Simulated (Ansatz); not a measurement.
**ZrS: a line through a two-coordinate scan**

One line of a two-coordinate grid on ZrS (Fm-3m, No. 225; 2 atoms in the cell): strain +e along z and -e/2 along x and y is varied, at strain +e along x and -e along y = −4.00 %.

The COD entry's cell or inner coordinates are ideal or old and differ from later refinements, so a difference from it is no clean test against experiment.

Computed with Ansatz 0.2.0 (DFT PBEsol, scalar-relativistic, plane waves, PAW, unless a step's input says otherwise).

1 further run of the same task is left out (set aside as unsound or not needed).

## Step 1: The system as given

The structure is cubic, space group Fm-3m (No. 225). The conventional cell has a = 5.167 Å, b = 5.167 Å, c = 5.167 Å, α = 90.00°, β = 90.00°, γ = 90.00°. Around Zr (site symmetry m-3m) lie 6 S at 2.58 Å. S (site symmetry m-3m) has 6 Zr at 2.58 Å as nearest neighbours.

As a file:

```xyz
2
Lattice="0.0000 2.5834 2.5834 2.5834 0.0000 2.5834 2.5834 2.5834 0.0000" Properties=species:S:1:pos:R:3 pbc="T T T"
Zr    0.0000    0.0000    0.0000
S     2.5834    2.5834    2.5834
```

This cell was relaxed beforehand with the same method: volume 17.24 Å³/atom, gap on the mesh none (metal).

## Step 2: The scan

The energy is mapped over two homogeneous strains (x along [1 0 0], y along [0 1 0], z along [0 0 1] of the conventional cell).

First coordinate, strain +e along x and -e along y: 7 values from −4.00 %. Second coordinate, strain +e along z and -e/2 along x and y: 7 values from −7.00 %.

Nothing else is relaxed (symmetry fixes all fractional coordinates). Energies count from the relaxed crystal. Points are written as (first, second).

## Step 3: The run at (−4.00 %, −7.00 %)

File input.yaml:

```yaml
crystal:
  lattice:
    - [0.0, 2.7771299347, 2.4025403156]
    - [2.5704598, 0.0, 2.4025403156]
    - [2.5704598, 2.7771299347, 0.0]
  atoms:
    - { symbol: Zr, position: [0.0, 0.0, 0.0] }
    - { symbol: S, position: [0.5, 0.5, 0.5] }
basis:
  ecutwfc: 420
kpoints:
  mp_grid: { grid: [16, 16, 16] }
hamiltonian:
  xc: pbesol
  pseudopotentials: { kind: paw, azcp: { folder: soft_1 } }
scf:
  occupations: { method: gaussian, width: 0.15 }
output:
  forces: true
  stress: true
  eigenvalues: true
  write_density: true
  write_potential: true
  elf: true
  volumetric_format: npy
```

Command:

```bash
$ ansatz run input.yaml --threads 1 --pin off --max-ram 2048MiB --backend cpu --events-out ev --progress --plain --runs-dir out
```

Log (excerpt; [...] marks lines left out):

```text
Warning: <dir> the record states the generating functional pbe (its physics header spells it `PBE`), which answers neither for hamiltonian.xc's functional nor for the pbesol family's — results may be inconsistent (PPs are generated against a specific XC)
[...]
Warning: RAYON_NUM_THREADS=1 ignored (pool sized by the plan → 1); use --threads N
[...]
Pseudopotentials: kind: paw
Pseudopotential: Zr, paw, valence charge 12, recommended cutoff 420 eV (normal), <dir>
Pseudopotential: S, paw, valence charge 6, recommended cutoff 420 eV (normal), <dir>
Functional definition: PBEsol
[...]
Crystal: 2 atoms, lattice volume = 34.301 Å³
Basis set: ecut = 420 eV, 673 PW (Γ), exchange–correlation on 50×48×54 points (8 copies of the dense FFT grid, shifted against one another)
Bands: 13, of which v1, the nominal top of the filled ones, is band 9 counted from 1 (8 counted from 0)
Symmetry: 8 space group operations
Space group: Fmmm (ITA 69), of the structure as read, at distance tolerance 3.2e-5 Å
k-points: 621 of 4096
[...]
SCF iter   1: F=—  HF=-5016.420734 eV  |F-HF|=—  |Δ(HF+E_count)|=         —  Δρ=3.28e-2  dr2=4.19e-1  ethr=3.10e-3  ⟨swp⟩=6.1  Hψ=114283  notcnv=0  defer=3
[...]
SCF iter   7: F=-5016.282209 eV  HF=-5016.282209 eV  |F-HF|=2.33e-10  |Δ(HF+E_count)|=   4.22e-9  Δρ=2.71e-6  dr2=2.03e-9  ethr=5.56e-10  ⟨swp⟩=13.5  Hψ=70346  notcnv=0
[...]
SCF converged after 7 iterations
Free energy (F): -5016.282209 eV
[...]
E sigma→0 (E₀):  -5016.275218 eV
Entropy (-TS):   -0.013982 eV (-6.991 meV/atom)
Fermi energy:    15.248515 eV
[...]
--- Forces (eV/Å), atoms counted from 1 ---
  atom   1  Zr     0.00000000     0.00000000    -0.00000000
  atom   2  S      0.00000000     0.00000000     0.00000000
[...]
--- Stress (GPa, compression-positive) ---
        1.308262      -0.000000      -0.000000
       -0.000000     -13.108217      -0.000000
       -0.000000      -0.000000      33.304849
  P = ⅓ Tr σ = 7.1683 GPa (71.683 kbar)
--- Band table (eV; the first three rows and the last of 621) ---
  k-point 0: bands = ["-34.3969", "-12.4974", "-12.3967", "-12.3625", "-0.7798", "11.6173", "11.7866", "12.1383", "13.0530", "13.8958", "13.9264", "14.5940", "14.6479", "18.3712", "22.5935", "27.0466", "28.2427"]
[...]
```

Run time: 43 s. Hardware: 1 thread of Arm Neoverse N1, shared host; peak memory 0.53 GiB.

The maps below are laid out on this run's own conventional cell (a, b, c = 4.805, 5.141, 5.554 Å).

Density in a lattice plane of the grid's cell (edges 4.81 and 5.55 Å, at 0.000 of the third edge), which holds Zr and S.

Ten even steps from '0' (0.08 e/Å³) to '9' (4.06 e/Å³):
```
99741012211122101479
77420001222221000247
32100000111110000012
00000000000000000000
00000000000000000000
00000000000000000000
11100000123210000011
22210002477742000122
11221014799974101221
01221115998995111221
11221014799974101221
22210002477742000122
11100000123210000011
00000000000000000000
00000000000000000000
00000000000000000000
32100000111110000012
77420001222221000247
99741012211122101479
89951112210122111599
```
Columns run along the first of these edges and rows up along the second, over one cell in 20 and 20 even steps from the bottom left corner. Atoms in the plane (fractional): Zr at (0.00, 0.00), Zr at (0.50, 0.50), S at (0.00, 0.50), S at (0.50, 0.00).

ELF in the same plane.

Values, 12 rows by 10 columns:
```
0.67 0.75 0.24 0.65 0.76 0.37 0.76 0.65 0.24 0.75
0.44 0.30 0.14 0.47 0.74 0.78 0.74 0.47 0.14 0.30
0.21 0.22 0.21 0.21 0.22 0.21 0.22 0.21 0.21 0.22
0.78 0.74 0.47 0.14 0.30 0.44 0.30 0.14 0.47 0.74
0.37 0.76 0.65 0.24 0.75 0.67 0.75 0.24 0.65 0.76
0.02 0.49 0.70 0.33 0.69 0.06 0.69 0.33 0.70 0.49
0.37 0.76 0.65 0.24 0.75 0.67 0.75 0.24 0.65 0.76
0.78 0.74 0.47 0.14 0.30 0.44 0.30 0.14 0.47 0.74
0.21 0.22 0.21 0.21 0.22 0.21 0.22 0.21 0.21 0.22
0.44 0.30 0.14 0.47 0.74 0.78 0.74 0.47 0.14 0.30
0.67 0.75 0.24 0.65 0.76 0.37 0.76 0.65 0.24 0.75
0.06 0.69 0.33 0.70 0.49 0.02 0.49 0.70 0.33 0.69
```
Columns run along the first of these edges and rows up along the second, over one cell in 10 and 12 even steps from the bottom left corner. Atoms in the plane (fractional): Zr at (0.00, 0.00), Zr at (0.50, 0.50), S at (0.00, 0.50), S at (0.50, 0.00).

Both are smooth fields of the valence electrons: close to the nuclei they are not physical.

Maxima of ELF outside the ion cores: 0.85 in the shell around S, 0.8 Å from S.

On the map this point reads 176 meV/atom.

## Step 4: Grid point (−4.00 %, −4.67 %)

input.yaml, as its differences from that of step 3:

```diff
@@ -2,5 +2,5 @@
   lattice:
-    - [0.0, 2.7771299347, 2.4025403156]
-    - [2.5704598, 0.0, 2.4025403156]
-    - [2.5704598, 2.7771299347, 0.0]
+    - [0.0, 2.7470335963, 2.4627329923]
+    - [2.5403634616, 0.0, 2.4627329923]
+    - [2.5403634616, 2.7470335963, 0.0]
   atoms:
@@ -21,5 +21 @@
   eigenvalues: true
-  write_density: true
-  write_potential: true
-  elf: true
-  volumetric_format: npy
```

Command:

```bash
$ ansatz run input.yaml --threads 1 --pin off --max-ram 2048MiB --backend cpu --events-out ev --progress --plain --runs-dir out
```

Log (excerpt; [...] marks lines left out):

```text
Warning: <dir> the record states the generating functional pbe (its physics header spells it `PBE`), which answers neither for hamiltonian.xc's functional nor for the pbesol family's — results may be inconsistent (PPs are generated against a specific XC)
[...]
Warning: RAYON_NUM_THREADS=1 ignored (pool sized by the plan → 1); use --threads N
[...]
[... 4 set-up lines as earlier in the session ...]
[...]
Crystal: 2 atoms, lattice volume = 34.372 Å³
Basis set: ecut = 420 eV, 677 PW (Γ), exchange–correlation on 50×48×54 points (8 copies of the dense FFT grid, shifted against one another)
Bands: 13, of which v1, the nominal top of the filled ones, is band 9 counted from 1 (8 counted from 0)
[... 1 set-up line as earlier in the session ...]
Space group: Fmmm (ITA 69), of the structure as read, at distance tolerance 3.3e-5 Å
k-points: 621 of 4096
[...]
SCF iter   1: F=—  HF=-5016.559459 eV  |F-HF|=—  |Δ(HF+E_count)|=         —  Δρ=3.10e-2  dr2=3.80e-1  ethr=3.10e-3  ⟨swp⟩=6.1  Hψ=113337  notcnv=0  defer=2
[...]
SCF iter   7: F=-5016.440318 eV  HF=-5016.440318 eV  |F-HF|=2.93e-10  |Δ(HF+E_count)|=   1.25e-8  Δρ=2.70e-6  dr2=2.03e-9  ethr=5.56e-10  ⟨swp⟩=10.0  Hψ=55782  notcnv=0
[...]
SCF converged after 7 iterations
Free energy (F): -5016.440318 eV
[...]
E sigma→0 (E₀):  -5016.433181 eV
Entropy (-TS):   -0.014274 eV (-7.137 meV/atom)
Fermi energy:    15.245567 eV
[...]
--- Forces (eV/Å), atoms counted from 1 ---
  atom   1  Zr     0.00000000     0.00000000     0.00000000
  atom   2  S      0.00000000     0.00000000    -0.00000000
[...]
--- Stress (GPa, compression-positive) ---
        5.606930       0.000000       0.000000
        0.000000     -12.095765       0.000000
        0.000000       0.000000      19.025311
  P = ⅓ Tr σ = 4.1788 GPa (41.788 kbar)
--- Band table (eV; the first three rows and the last of 621) ---
  k-point 0: bands = ["-34.4500", "-12.5041", "-12.4621", "-12.4177", "-0.7846", "11.6204", "11.8168", "11.9643", "13.1430", "14.0164", "14.0292", "14.3484", "14.6628", "18.0033", "22.5104", "27.3345", "27.8684"]
[...]
```

Wall time 33 s (1 thread of Arm Neoverse N1, shared host); peak memory 0.55 GiB.

That is 97 meV/atom from the zero.

## Step 5: Point (−4.00 %, −2.33 %)

input.yaml, as its differences from that of step 4:

```diff
@@ -2,5 +2,5 @@
   lattice:
-    - [0.0, 2.7470335963, 2.4627329923]
-    - [2.5403634616, 0.0, 2.4627329923]
-    - [2.5403634616, 2.7470335963, 0.0]
+    - [0.0, 2.7168080891, 2.5231840067]
+    - [2.5101379544, 0.0, 2.5231840067]
+    - [2.5101379544, 2.7168080891, 0.0]
   atoms:
```

Command:

```bash
$ ansatz run input.yaml --threads 1 --pin off --max-ram 2048MiB --backend cpu --events-out ev --progress --plain --runs-dir out
```

Log (excerpt; [...] marks lines left out):

```text
[...]
SCF converged after 7 iterations
Free energy (F): -5016.517318 eV
[...]
E sigma→0 (E₀):  -5016.509973 eV
Entropy (-TS):   -0.014689 eV (-7.345 meV/atom)
Fermi energy:    15.236439 eV
[...]
--- Forces (eV/Å), atoms counted from 1 ---
  atom   1  Zr     0.00000000     0.00000000     0.00000000
  atom   2  S      0.00000000     0.00000000     0.00000000
[...]
--- Stress (GPa, compression-positive) ---
       10.386561       0.000000       0.000000
        0.000000     -10.937993       0.000000
        0.000000       0.000000       8.246724
  P = ⅓ Tr σ = 2.5651 GPa (25.651 kbar)
--- Band table (eV; the first three rows and the last of 621) ---
  k-point 0: bands = ["-34.4806", "-12.5073", "-12.5009", "-12.4517", "-0.7857", "11.6325", "11.8384", "11.8612", "13.2494", "14.0674", "14.1229", "14.1442", "14.6580", "17.7987", "22.4627", "27.5625", "27.6503"]
[...]
```

Run time: 36 s. Hardware: 1 thread of Arm Neoverse N1, shared host; peak memory 0.55 GiB.

That is 58 meV/atom from the zero.

## Step 6: The run at (−4.00 %, 0.00 %)

input.yaml, as its differences from that of step 5:

```diff
@@ -2,5 +2,5 @@
   lattice:
-    - [0.0, 2.7168080891, 2.5231840067]
-    - [2.5101379544, 0.0, 2.5231840067]
-    - [2.5101379544, 2.7168080891, 0.0]
+    - [0.0, 2.6867117507, 2.5833766834]
+    - [2.4800416161, 0.0, 2.5833766834]
+    - [2.4800416161, 2.6867117507, 0.0]
   atoms:
```

Command:

```bash
$ ansatz run input.yaml --threads 1 --pin off --max-ram 2048MiB --backend cpu --events-out ev --progress --plain --runs-dir out
```

Log (excerpt; [...] marks lines left out):

```text
[...]
SCF converged after 7 iterations
Free energy (F): -5016.526771 eV
[...]
E sigma→0 (E₀):  -5016.519731 eV
Entropy (-TS):   -0.014080 eV (-7.040 meV/atom)
Fermi energy:    15.245847 eV
[...]
--- Forces (eV/Å), atoms counted from 1 ---
  atom   1  Zr     0.00000000     0.00000000     0.00000000
  atom   2  S     -0.00000000    -0.00000000     0.00000000
[...]
--- Stress (GPa, compression-positive) ---
       15.838461       0.000000      -0.000000
        0.000000      -9.073884      -0.000000
       -0.000000      -0.000000      -0.232653
  P = ⅓ Tr σ = 2.1773 GPa (21.773 kbar)
--- Band table (eV; the first three rows and the last of 621) ---
  k-point 0: bands = ["-34.4856", "-12.5298", "-12.4840", "-12.4599", "-0.7859", "11.6509", "11.7490", "11.9176", "13.3707", "13.8075", "14.2463", "14.2479", "14.5630", "17.7656", "22.4489", "27.3226", "27.9857"]
[...]
```

Wall time 37 s (1 thread of Arm Neoverse N1, shared host); peak memory 0.55 GiB.

Energy on the map's scale: 54 meV/atom.

## Step 7: Grid point (−4.00 %, 2.33 %)

input.yaml, as its differences from that of step 6:

```diff
@@ -2,5 +2,5 @@
   lattice:
-    - [0.0, 2.6867117507, 2.5833766834]
-    - [2.4800416161, 0.0, 2.5833766834]
-    - [2.4800416161, 2.6867117507, 0.0]
+    - [0.0, 2.6566154124, 2.6435693601]
+    - [2.4499452777, 0.0, 2.6435693601]
+    - [2.4499452777, 2.6566154124, 0.0]
   atoms:
```

Command:

```bash
$ ansatz run input.yaml --threads 1 --pin off --max-ram 2048MiB --backend cpu --events-out ev --progress --plain --runs-dir out
```

Log (excerpt; [...] marks lines left out):

```text
Warning: <dir> the record states the generating functional pbe (its physics header spells it `PBE`), which answers neither for hamiltonian.xc's functional nor for the pbesol family's — results may be inconsistent (PPs are generated against a specific XC)
[...]
Warning: RAYON_NUM_THREADS=1 ignored (pool sized by the plan → 1); use --threads N
[...]
[... 4 set-up lines as earlier in the session ...]
[...]
Crystal: 2 atoms, lattice volume = 34.412 Å³
Basis set: ecut = 420 eV, 653 PW (Γ), exchange–correlation on 54×50×50 points (8 copies of the dense FFT grid, shifted against one another)
Bands: 13, of which v1, the nominal top of the filled ones, is band 9 counted from 1 (8 counted from 0)
[... 2 set-up lines as earlier in the session ...]
k-points: 621 of 4096
[...]
SCF iter   1: F=—  HF=-5016.594532 eV  |F-HF|=—  |Δ(HF+E_count)|=         —  Δρ=3.07e-2  dr2=3.71e-1  ethr=3.10e-3  ⟨swp⟩=6.1  Hψ=113149  notcnv=0
[...]
SCF iter   7: F=-5016.480813 eV  HF=-5016.480813 eV  |F-HF|=2.83e-10  |Δ(HF+E_count)|=   1.68e-8  Δρ=2.71e-6  dr2=1.89e-9  ethr=5.56e-10  ⟨swp⟩=10.0  Hψ=55543  notcnv=0
[...]
SCF converged after 7 iterations
Free energy (F): -5016.480813 eV
[...]
E sigma→0 (E₀):  -5016.474008 eV
Entropy (-TS):   -0.013611 eV (-6.806 meV/atom)
Fermi energy:    15.247063 eV
[...]
--- Forces (eV/Å), atoms counted from 1 ---
  atom   1  Zr     0.00000000     0.00000000     0.00000000
  atom   2  S      0.00000000     0.00000000     0.00000000
[...]
--- Stress (GPa, compression-positive) ---
       21.792779       0.000000       0.000000
        0.000000      -7.013412       0.000000
        0.000000       0.000000      -6.002765
  P = ⅓ Tr σ = 2.9255 GPa (29.255 kbar)
--- Band table (eV; the first three rows and the last of 621) ---
  k-point 0: bands = ["-34.4713", "-12.5365", "-12.4535", "-12.4507", "-0.7841", "11.6778", "11.6890", "11.9894", "13.5070", "13.5623", "14.3399", "14.3855", "14.3942", "17.8824", "22.4674", "27.1439", "28.3458"]
[...]
```

Run time: 38 s. Hardware: 1 thread of Arm Neoverse N1, shared host; peak memory 0.55 GiB.

On the map this point reads 77 meV/atom.

## Step 8: The run at (−4.00 %, 4.67 %)

input.yaml, as its differences from that of step 7:

```diff
@@ -2,5 +2,5 @@
   lattice:
-    - [0.0, 2.6566154124, 2.6435693601]
-    - [2.4499452777, 0.0, 2.6435693601]
-    - [2.4499452777, 2.6566154124, 0.0]
+    - [0.0, 2.6263899052, 2.7040203745]
+    - [2.4197197705, 0.0, 2.7040203745]
+    - [2.4197197705, 2.6263899052, 0.0]
   atoms:
@@ -21 +21,5 @@
   eigenvalues: true
+  write_density: true
+  write_potential: true
+  elf: true
+  volumetric_format: npy
```

Command:

```bash
$ ansatz run input.yaml --threads 1 --pin off --max-ram 2048MiB --backend cpu --events-out ev --progress --plain --runs-dir out
```

Log (excerpt; [...] marks lines left out):

```text
[...]
SCF converged after 7 iterations
Free energy (F): -5016.388146 eV
[...]
E sigma→0 (E₀):  -5016.381286 eV
Entropy (-TS):   -0.013719 eV (-6.859 meV/atom)
Fermi energy:    15.246214 eV
[...]
--- Forces (eV/Å), atoms counted from 1 ---
  atom   1  Zr     0.00000000     0.00000000     0.00000000
  atom   2  S      0.00000000     0.00000000     0.00000000
[...]
--- Stress (GPa, compression-positive) ---
       28.904344       0.000000       0.000000
        0.000000      -4.610537       0.000000
        0.000000       0.000000     -10.101217
  P = ⅓ Tr σ = 4.7309 GPa (47.309 kbar)
--- Band table (eV; the first three rows and the last of 621) ---
  k-point 0: bands = ["-34.4395", "-12.5272", "-12.4257", "-12.4113", "-0.7810", "11.6507", "11.7128", "12.0774", "13.3296", "13.6580", "14.1705", "14.4325", "14.5393", "18.1133", "22.5171", "27.0188", "28.3764"]
[...]
```

It took 43 s on 1 thread of Arm Neoverse N1, shared host; peak memory 0.54 GiB.

The maps below are laid out on this run's own conventional cell (a, b, c = 4.839, 5.253, 5.408 Å).

Density in a lattice plane of the grid's cell (edges 4.84 and 5.41 Å, at 0.000 of the third edge), which holds Zr and S.

Ten even steps from '0' (0.08 e/Å³) to '9' (4.11 e/Å³):
```
9985211122111221112589
8752100112222211001257
3211000011111110000112
0000000000000000000000
0000000000000000000000
0000000000000000000000
1111000011232110000111
2221100125787521001122
1122111258999852111221
0022111269989962111220
1122111258999852111221
2221100125787521001122
1111000011232110000111
0000000000000000000000
0000000000000000000000
0000000000000000000000
3211000011111110000112
8752100112222211001257
9985211122111221112589
8996211122000221112699
```
Columns run along the first of these edges and rows up along the second, over one cell in 22 and 20 even steps from the bottom left corner. Atoms in the plane (fractional): Zr at (0.00, 0.00), Zr at (0.50, 0.50), S at (0.00, 0.50), S at (0.50, 0.00).

ELF in the same plane.

Values, 12 rows by 10 columns:
```
0.66 0.75 0.24 0.66 0.76 0.36 0.76 0.66 0.24 0.75
0.47 0.32 0.14 0.48 0.76 0.79 0.76 0.48 0.14 0.32
0.22 0.22 0.21 0.21 0.22 0.22 0.22 0.21 0.21 0.22
0.79 0.76 0.48 0.14 0.32 0.47 0.32 0.14 0.48 0.76
0.36 0.76 0.66 0.24 0.75 0.66 0.75 0.24 0.66 0.76
0.02 0.50 0.70 0.32 0.69 0.06 0.69 0.32 0.70 0.50
0.36 0.76 0.66 0.24 0.75 0.66 0.75 0.24 0.66 0.76
0.79 0.76 0.48 0.14 0.32 0.47 0.32 0.14 0.48 0.76
0.22 0.22 0.21 0.21 0.22 0.22 0.22 0.21 0.21 0.22
0.47 0.32 0.14 0.48 0.76 0.79 0.76 0.48 0.14 0.32
0.66 0.75 0.24 0.66 0.76 0.36 0.76 0.66 0.24 0.75
0.06 0.69 0.32 0.70 0.50 0.02 0.50 0.70 0.32 0.69
```
Columns run along the first of these edges and rows up along the second, over one cell in 10 and 12 even steps from the bottom left corner. Atoms in the plane (fractional): Zr at (0.00, 0.00), Zr at (0.50, 0.50), S at (0.00, 0.50), S at (0.50, 0.00).

Both are smooth fields of the valence electrons: close to the nuclei they are not physical.

The highest ELF values outside the cores: 0.84 in the shell around S, 0.8 Å from S.

On the map this point reads 123 meV/atom.

## Step 9: Grid point (−4.00 %, 7.00 %)

File input.yaml:

```yaml
crystal:
  lattice:
    - [0.0, 2.5962935668, 2.7642130512]
    - [2.3896234321, 0.0, 2.7642130512]
    - [2.3896234321, 2.5962935668, 0.0]
  atoms:
    - { symbol: Zr, position: [0.0, 0.0, 0.0] }
    - { symbol: S, position: [0.5, 0.5, 0.5] }
basis:
  ecutwfc: 420
kpoints:
  mp_grid: { grid: [16, 16, 16] }
hamiltonian:
  xc: pbesol
  pseudopotentials: { kind: paw, azcp: { folder: soft_1 } }
scf:
  occupations: { method: gaussian, width: 0.15 }
output:
  forces: true
  stress: true
  eigenvalues: true
```

Command:

```bash
$ ansatz run input.yaml --threads 1 --pin off --max-ram 2048MiB --backend cpu --events-out ev --progress --plain --runs-dir out
```

Log (excerpt; [...] marks lines left out):

```text
[...]
SCF converged after 7 iterations
Free energy (F): -5016.254010 eV
[...]
E sigma→0 (E₀):  -5016.246712 eV
Entropy (-TS):   -0.014596 eV (-7.298 meV/atom)
Fermi energy:    15.250644 eV
[...]
--- Forces (eV/Å), atoms counted from 1 ---
  atom   1  Zr     0.00000000     0.00000000     0.00000000
  atom   2  S      0.00000000     0.00000000    -0.00000000
[...]
--- Stress (GPa, compression-positive) ---
       36.811921       0.000000       0.000000
        0.000000      -1.755588       0.000000
        0.000000       0.000000     -12.620584
  P = ⅓ Tr σ = 7.4786 GPa (74.786 kbar)
--- Band table (eV; the first three rows and the last of 621) ---
  k-point 0: bands = ["-34.3916", "-12.5048", "-12.3838", "-12.3582", "-0.7777", "11.6258", "11.7566", "12.1813", "13.1107", "13.8198", "13.9332", "14.5162", "14.7068", "18.4225", "22.5971", "26.9462", "28.4006"]
[...]
```

Run time: 35 s. Hardware: 1 thread of Arm Neoverse N1, shared host; peak memory 0.55 GiB.

On the map this point reads 190 meV/atom.

## Step 10: Results

```
strain +e along z and -e/2 along x and y (%)  step  energy (meV/atom)  slope (meV/atom per %)  pressure (GPa)
                                       −7.00     3                176                     −44            7.17
                                       −4.67     4                 97                     −24            4.18
                                       −2.33     5                 58                      −9            2.56
                                        0.00     6                 54                       4            2.18
                                        2.33     7                 77                      15            2.93
                                        4.67     8                123                      24            4.73
                                        7.00     9                190                      33            7.48
```

Energies count from the relaxed crystal. Slopes come from the forces (and the stress, where the cell changes), not from differences of energies.

Along the line the energy is lowest at 0.00 %, 54 meV/atom from the zero. A fit to energies and slopes at the lowest point and its two neighbours puts the minimum at −0.827 %, with a curvature of about 5.6 meV/atom per %². Divided by the reference volume, that is a stiffness of about 520 GPa for this pattern of strain. The highest point computed, at 7.00 %, lies 136 meV/atom above the lowest. This is one cut through a surface in two coordinates; the map's lowest point lies off it.
